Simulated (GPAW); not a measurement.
Crystal: SnSe.

```
CELL_PARAMETERS angstrom
0.00000 3.01000 3.01000
3.01000 0.00000 3.01000
3.01000 3.01000 0.00000
ATOMIC_POSITIONS crystal
Sn 0.00000 0.00000 0.00000
Se 0.50000 0.50000 0.50000
```

Measurements of this composition are mostly on another form, of space group No. 62.

- Program: GPAW 26.7.0
- Task: relaxation of cell and atoms
- Functional: LDA
- Potentials or basis: the program's PAW data sets (release 1.2.1) made for this functional
- Cutoff: 600 eV
- Basis: pw
- k mesh: 8 × 8 × 8
- Occupations: fermi-dirac, width 0.05 eV
- Spin: no spin polarisation

At the start: pressure -3.5 GPa; volume 27.27 Å³/atom.

Problem. Where does the relaxation end?

Solution. Over 4 steps the energy falls by 20.4 meV/atom and the volume is 25.51 Å³/atom (-6.5 %); space group Fm-3m (No. 225, to 0.05 Å).

The path:
```csv
step,energy change (eV),largest force (eV/Å),pressure (GPa),volume (Å³)
1,0.0000,0.0000,-3.51,54.54
2,-0.0138,0.0000,-2.92,53.85
3,-0.0405,0.0000,0.28,50.77
4,-0.0407,0.0000,-0.02,51.02
```

Final structure:
```
Sn Se
1.0
     0.00000    2.94379    2.94379
     2.94379    0.00000    2.94379
     2.94379    2.94379    0.00000
Sn Se
1 1
Direct
  0.00000 0.00000 0.00000
  0.50000 0.50000 0.50000
```

Caveat: later steps reuse the first step's grids.
